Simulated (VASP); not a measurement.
Input of a VASP 6.6.1 run:

Contents of INCAR:

```
PREC = Accurate ; ENCUT = 520
EDIFF = 1E-7 ; ISMEAR = -1
SIGMA = 0.05 ; LREAL = F
LASPH = T ; NELM = 80
ALGO = Normal ; ISIF = 2
LWAVE = F ; LCHARG = F
GGA = PE ; NBANDS = 26
```

KPOINTS

```
Automatic mesh
0
Gamma
  7 7 4
```

Contents of POSCAR:

```
CdSe
1.0
    4.3000000000      0.0000000000      0.0000000000
   -2.1500000000      3.7239092363      0.0000000000
    0.0000000000      0.0000000000      7.0200000000
Cd Se
2 2
Direct
    0.6672760000      0.3314140000      0.5001450000
    0.3390840000      0.6799250000      0.0004670000
    0.6741330000      0.3274550000      0.8799150000
    0.3272760000      0.6622990000      0.3841000000
```

Potentials or basis: VASP PAW PBE potentials, release 64 (Cd, Se).

Launch:

```sh
$ cat potpaw_PBE.64/Cd/POTCAR potpaw_PBE.64/Se/POTCAR > POTCAR
$ mpirun -np 1 vasp_std > vasp.out
```

Q: Estimate the pressure.

A: 3.4 GPa.

Q: What does it give for the band gap on the k mesh?

A: 0.67 eV, direct.

Q: What does it give for the largest force?

A: 0.533 eV/Å.

Forces in eV/Å, atoms in the order of the input:
```
Cd  -0.137 -0.065  0.177
Cd   0.210 -0.416  0.259
Se  -0.238  0.420 -0.107
Se   0.165  0.060 -0.328
```
